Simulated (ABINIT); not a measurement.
A run of ABINIT 10.8.3 (patched build) is set up as follows.

File run.abi:

```
# Datasets: ground state, then fixed potential
ndtset 2

# Pseudopotentials
pp_dirpath "./"
pseudos "Mo.LDA_PW-JTH.xml, S.LDA_PW-JTH.xml"

# Structure
acell 3*1.0
rprim
     2.9857672769     1.7238335410    11.6218156664
    -2.9857672769     1.7238335410    11.6218156664
     0.0000000000    -3.4476670820    11.6218156664
ntypat 2
znucl 42 16
natom 3
typat 1 2 2
xred
     0.0000000000     0.0000000000     0.0000000000
     0.4170000000     0.4170000000     0.4170000000
     0.2500000000     0.2500000000     0.2500000000

# Plane-wave basis
ecut 24.0
pawecutdg 46.0

# Exchange and correlation
ixc -208012
usekden 1
pawxcdev 0

# Bands and occupations
occopt 3
tsmear 0.05 eV

# SCF cycle
nstep 100
diemix 0.3
optforces 0
optstress 0

# Output
iomode 3
prtwf 0
prteig 0
prtebands 0
enunit 1
prtden1 1
prtkden1 1
prtvha1 1
prtvclmb1 1
prtpot1 1

# Dataset 1
kptopt1 1
ngkpt1 7 7 7
nshiftk1 1
shiftk1 0.0 0.0 0.0
nband1 17
tolvrs1 1.0e-7

# Dataset 2: bands along G-L-B1
iscf2 -2
getden2 1
getkden2 1
nband2 23
nbdbuf2 4
tolwfr2 1.0e-11
kptopt2 -2
ndivsm2 5
prteig2 1
prtvol2 -3
kptbounds2
     0.0000000000     0.0000000000     0.0000000000
     0.5000000000     0.0000000000     0.0000000000
     0.5000000000     0.1813340090    -0.1813340090
```

Potentials or basis: JTH PAW LDA v2.0.

Run with:

```sh
$ abinit run.abi > log 2>&1
```

What does it give for the band gap on the k mesh?

1.31 eV, indirect (least direct gap 2.16 eV).

Estimate the band gap along the path.

1.78 eV, direct.

Levels at the corners of the path, in eV from the valence-band top:
```tsv
point	band 10	band 11	band 12	band 13	band 14	band 15	band 16	band 17
Γ	-1.72	-1.72	-0.63	-0.38	2.87	2.87	3.24	3.24
L	-3.41	-1.72	-0.99	-0.65	2.34	2.85	4.33	4.41
B1	-3.68	-3.04	-2.19	0.00	1.78	3.21	3.78	5.13
```

Caveat: the constant c of TB-mBJ comes from the pseudo density here, which moves gaps by up to 0.3 eV between sets of potentials.
